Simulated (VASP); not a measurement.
Output of a VASP run:

### OSZICAR
```
       N       E                     dE             d eps       ncg     rms          rms(c)
DAV:   1     0.190476439264E+03    0.19048E+03   -0.14064E+04  1280   0.158E+03
DAV:   2    -0.468688043221E+02   -0.23735E+03   -0.22781E+03  1704   0.425E+02
DAV:   3    -0.611342935256E+02   -0.14265E+02   -0.14187E+02  1936   0.962E+01
DAV:   4    -0.619413472143E+02   -0.80705E+00   -0.80563E+00  1928   0.170E+01
DAV:   5    -0.619553793248E+02   -0.14032E-01   -0.14032E-01  1672   0.201E+00    0.256E+01
DAV:   6    -0.452001400586E+02    0.16755E+02   -0.16362E+01  1584   0.435E+01    0.792E+00
DAV:   7    -0.461467486760E+02   -0.94661E+00   -0.23347E+00  1400   0.141E+01    0.436E+00
DAV:   8    -0.459564941045E+02    0.19025E+00   -0.19634E+00  1408   0.152E+01    0.238E+00
DAV:   9    -0.456654247429E+02    0.29107E+00   -0.76556E-01  1336   0.102E+01    0.125E+00
DAV:  10    -0.459088634486E+02   -0.24344E+00   -0.83557E-02  1592   0.319E+00    0.816E-01
DAV:  11    -0.459090101105E+02   -0.14666E-03   -0.13721E-03  1688   0.321E-01    0.807E-01
DAV:  12    -0.458902989653E+02    0.18711E-01   -0.53921E-03  1464   0.619E-01    0.940E-01
DAV:  13    -0.459112552483E+02   -0.20956E-01   -0.87270E-02  1472   0.231E+00    0.396E-01
DAV:  14    -0.459210914933E+02   -0.98362E-02   -0.11142E-02  1912   0.921E-01    0.632E-01
DAV:  15    -0.459218395700E+02   -0.74808E-03   -0.35497E-04  1496   0.220E-01    0.609E-01
DAV:  16    -0.459214779662E+02    0.36160E-03   -0.24717E-04  1672   0.150E-01    0.570E-01
DAV:  17    -0.459210462782E+02    0.43169E-03   -0.26230E-04  1472   0.146E-01    0.503E-01
DAV:  18    -0.459208796788E+02    0.16660E-03   -0.47056E-05  1560   0.629E-02    0.483E-01
DAV:  19    -0.459207605493E+02    0.11913E-03   -0.25889E-05  1568   0.527E-02    0.463E-01
DAV:  20    -0.459205568292E+02    0.20372E-03   -0.41604E-05  1520   0.608E-02    0.434E-01
DAV:  21    -0.459196624742E+02    0.89435E-03   -0.19777E-03  1456   0.429E-01    0.215E-01
DAV:  22    -0.459194160885E+02    0.24639E-03   -0.93935E-04  1848   0.253E-01    0.896E-02
DAV:  23    -0.459193799037E+02    0.36185E-04   -0.12250E-04  1608   0.978E-02    0.437E-02
DAV:  24    -0.459193736421E+02    0.62616E-05   -0.37562E-05  1712   0.523E-02    0.166E-02
DAV:  25    -0.459193728821E+02    0.76001E-06   -0.98133E-06  1512   0.276E-02
   1 F= -.45919373E+02 E0= -.45919373E+02  d E =-.152810E-25  mag=    -0.0000    -0.0000    -0.0000
       N       E                     dE             ncg
       N       E                     dE             ncg
       N       E                     dE             ncg
```

File OUTCAR:
```
------------------------ aborting loop because EDIFF is reached ----------------------------------------
  FORCE on cell =-STRESS in cart. coord.  units (eV):
  Direction    XX          YY          ZZ          XY          YZ          ZX
  --------------------------------------------------------------------------------------
  Total       -0.0093467     -0.0093467     -0.0093467      0.0000000     -0.0000000      0.0000000
  in kB       -0.4537009     -0.4537009     -0.4537009      0.0000000     -0.0000000      0.0000000
  external PRESSURE =      -0.4537009 kB  Pullay stress =       0.0000000 kB
  volume of cell :       33.01
      direct lattice vectors                 reciprocal lattice vectors
     0.000000000  2.545986755  2.545986755    -0.196387510  0.196387510  0.196387510
     2.545986755  0.000000000  2.545986755     0.196387510 -0.196387510  0.196387510
     2.545986755  2.545986755  0.000000000     0.196387510  0.196387510 -0.196387510
 POSITION                                       TOTAL-FORCE (eV/Angst)
 -----------------------------------------------------------------------------------
      0.00000      0.00000      0.00000        -0.000000      0.000000     -0.000000
      1.27299      1.27299      1.27299        -0.000000     -0.000000      0.000000
      3.81898      3.81898      3.81898         0.000000      0.000000      0.000000
 -----------------------------------------------------------------------------------
    total drift:                                0.000000      0.000000      0.000000
  FREE ENERGIE OF THE ION-ELECTRON SYSTEM (eV)
  ---------------------------------------------------
  free  energy   TOTEN  =       -45.9193728821 eV

  energy  without entropy=      -45.9193728821  energy(sigma->0) =      -45.91937288

 Ion:    1  E_soc:     -0.1260132

 Ion:    2  E_soc:     -0.0002593

 Ion:    3  E_soc:     -0.0002593
```
(Selected blocks of OUTCAR.)

**POSCAR**
```
ZrO2
1
    0.0000000000     2.5459867554     2.5459867554
    2.5459867554     0.0000000000     2.5459867554
    2.5459867554     2.5459867554     0.0000000000
Zr O
1 2
Direct
  0.0000000000   0.0000000000   0.0000000000
  0.2500000000   0.2500000000   0.2500000000
  0.7500000000   0.7500000000   0.7500000000
```

**Question.** Write an INCAR and KPOINTS that could have produced this output.

**Answer.** This is not unique; one that fits is the input of the run itself, r2SCAN meta-GGA with spin-orbit coupling, plane waves, VASP's PBE PAW potentials (set 64).

### KPOINTS_OPT
```
k-points along high-symmetry lines
8
Line-mode
Reciprocal
  0.000000   0.000000   0.000000 ! GAMMA
  0.500000   0.000000   0.500000 ! X

  0.500000   0.000000   0.500000 ! X
  0.625000   0.250000   0.625000 ! U

  0.375000   0.375000   0.750000 ! K
  0.000000   0.000000   0.000000 ! GAMMA

  0.000000   0.000000   0.000000 ! GAMMA
  0.500000   0.500000   0.500000 ! L

  0.500000   0.500000   0.500000 ! L
  0.500000   0.250000   0.750000 ! W

  0.500000   0.250000   0.750000 ! W
  0.500000   0.000000   0.500000 ! X
```

### INCAR
```
SYSTEM=ZrO2
PREC=Accurate; ENCUT=520; LREAL=.FALSE.
LASPH=.TRUE.
EDIFF=1E-6; NELM=100; ALGO=Normal
LMAXMIX=4; LMIXTAU=.TRUE.
ISMEAR=0; SIGMA=0.05
METAGGA=R2SCAN; GGA_COMPAT=.FALSE.
MAGMOM=0 0 0 0 0 0 0 0 0
LSORBIT=.TRUE.
LWAVE=.FALSE.; LCHARG=.FALSE.
```

**KPOINTS**
```
Automatic mesh
0
gamma
 7 7 7
0 0 0
```

POTCAR, in this order: Zr_sv O (PBE.64 set). Program: vasp_ncl.

The compound is ZrO2 in the fluorite structure, the high-temperature cubic form, which is unstable at 0 K; the monoclinic form is the stable one. It was relaxed first.
